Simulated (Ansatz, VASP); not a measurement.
# Fe in VASP and in Ansatz

Contents of INCAR:

```
PREC     = Accurate       # precision mode
ENCUT    = 520            # plane-wave cutoff, eV
EDIFF    = 1E-6           # SCF threshold, eV
ISMEAR   = -1             # smearing method
SIGMA    = 0.1            # smearing width, eV
LREAL    = F              # projectors in reciprocal space
LASPH    = T              # aspherical terms in the spheres
NELM     = 60             # most SCF steps
ALGO     = Normal         # electronic algorithm
ISIF     = 2              # what is computed and relaxed
LWAVE    = F              # write WAVECAR
LCHARG   = F              # write CHGCAR
GGA      = PS             # functional
NBANDS   = 15             # bands
```

Contents of KPOINTS:

```
regular mesh
0
Gamma
  17 17 9
```

POSCAR

```
Fe
1.0
    2.4619652523      0.0000000000      0.0000000000
   -1.2309826262      2.1321244517      0.0000000000
    0.0000000000      0.0000000000      3.8934084372
Fe
2
Direct
    0.3333333333      0.6666666667      0.2500000000
    0.6666666667      0.3333333333      0.7500000000
```

Input for Ansatz:

```yaml
crystal:
  lattice:
    - [2.4619652523, 0.0, 0.0]
    - [-1.2309826262, 2.1321244517, 0.0]
    - [0.0, 0.0, 3.8934084372]
  atoms:
    - { symbol: Fe, position: [0.3333333333, 0.6666666667, 0.25] }
    - { symbol: Fe, position: [0.6666666667, 0.3333333333, 0.75] }
hamiltonian:
  xc: pbesol
  pseudopotentials:
    kind: paw
    azcp:
      Fe: "pseudopotentials/Fe.paw.azcp"
basis:
  ecutwfc: 420
  fft_grid_basis: typed
kpoints:
  mp_grid: { grid: [17, 17, 9], shift: [0, 0, 0] }
magnetization:
  spin_polarized: false
scf:
  occupations: { method: fermi_dirac, width: 0.1 }
  lower_state_search: "off"
output:
  stress: true
```

Alike in both runs: task single point; functional PBEsol; k mesh 17 × 17 × 9; occupations fermi-dirac, width 0.1 eV; no spin polarisation.

|  | VASP | Ansatz |
| --- | --- | --- |
| version | VASP 6.6.1 | Ansatz 0.2.0 |
| potentials or method | VASP PAW PBE potentials, release 64 (Fe) | plane waves (420 eV) with PAW, scalar-relativistic |
| plane-wave cutoff (eV) | 520 | 420 |
| valence electrons in the cell | 16 | 32 |

Ansatz gave:

```
pressure (GPa)                                  : -11.5
largest component of the traceless stress (GPa) : 0.17
```

Question: What did VASP give for the same quantities?

Answer: Pressure (GPa): -11.9; largest component of the traceless stress (GPa): 0.28.

The two sets of potentials don't hold the same shells in valence. Ansatz warned: «pseudo_functional_mismatch».

Caveats: the PAW data sets were made with another functional, which shifts forces and pressure a little (VASP); the run has no spin polarisation, though such a crystal can be magnetic. Spin polarisation is off, so any magnetic state and its effect on volume and gap are missing.
